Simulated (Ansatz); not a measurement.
Zn: energy less free atoms and pressure against volume per atom

All results are calculated (Ansatz 0.2.0). Periodic Kohn-Sham DFT of a crystal at fixed atoms; pressure and stress are positive in compression; the energy is the free energy less that of spherical unpolarised free atoms; site moments are those in the method's own spheres, positive along +z.

Cell of the first row (space group P6_3/mmc, No. 194):
```
Zn
1.0
      2.6104     0.0000     0.0000
     -1.3052     2.2607     0.0000
      0.0000     0.0000     4.8457
Zn
2
Direct
  0.33333 0.66667 0.25000
  0.66667 0.33333 0.75000
```

Settings of every row: method all-electron LAPW; functional PBEsol; relativity scalar; k mesh 16x16x8; filling fermi-dirac; smearing width 0.03 eV; basis error target 0.25 meV/atom; nucleus gaussian.

Atom start moment: 0 on all atoms.

| row | volume per atom (Å³) | energy less free atoms (eV/atom) | pressure (GPa) |
| --- | --- | --- | --- |
| 1 | 14.298 | -1.5882 | -0.768 |
| 2 | 14.602 | -1.585 | -2.561 |
| 3 | 14.906 | -1.5786 | -4.129 |
| 4 | 15.058 | -1.5743 | -4.834 |
| 5 | 15.211 | -1.5694 | -5.49 |
| 6 | 15.363 | ? | ? |
| 7 | 15.515 | -1.5579 | -6.664 |
| 8 | 15.819 | -1.5442 | -7.674 |
| 9 | 16.123 | -1.5288 | -8.543 |

Question: what energy less free atoms and pressure should row 6 give?

Worked fit of energy less free atoms. Take u = (V_r/V)^(2/3) − 1 with V_r = 15.134 Å³ an atom, which is twice the finite (Eulerian) strain; such expansions in the strain, on which the Birch-Murnaghan equation of state is built, carry the rest volume and the bulk modulus. The shown rows have u = 0.03861, 0.02414, 0.01017, 0.00336, -0.00338, -0.01644, -0.02908, -0.04132. Least squares give energy less free atoms = −1.57197 − 0.7314 × u + 7.826 × u² + 5.8 × u³ eV/atom; a parabola predicts inner rows, each left out in turn, worse (root mean square 9.6e-05 against 4.5e-05 eV/atom). All shown rows lie on it to the printed digit. The withheld row has u = -0.00996, so the fit gives −1.57197 − 0.7314 × (-0.00996) + 7.826 × (-0.00996)² + 5.8 × (-0.00996)³ = -1.5639 eV/atom.

The calculation gave -1.5639 eV/atom. The fit meets it to the printed digit.

Worked fit of pressure. Take u = (V_r/V)^(2/3) − 1 with V_r = 15.134 Å³ an atom, which is twice the finite (Eulerian) strain; such expansions in the strain, on which the Birch-Murnaghan equation of state is built, carry the rest volume and the bulk modulus. The shown rows have u = 0.03861, 0.02414, 0.01017, 0.00336, -0.00338, -0.01644, -0.02908, -0.04132. Least squares give pressure = −5.1645 + 97.758 × u + 403.32 × u² + 381 × u³ GPa; a parabola predicts inner rows, each left out in turn, worse (root mean square 0.0064 against 0.003 GPa). The rows lie off it by -0.001, 0.003, -0.001, -0.003, 0.000, 0.000, 0.002, -0.001. The withheld row has u = -0.00996, so the fit gives −5.1645 + 97.758 × (-0.00996) + 403.32 × (-0.00996)² + 381 × (-0.00996)³ = -6.099 GPa.

The calculation gave -6.099 GPa. The fit meets it to the printed digit.
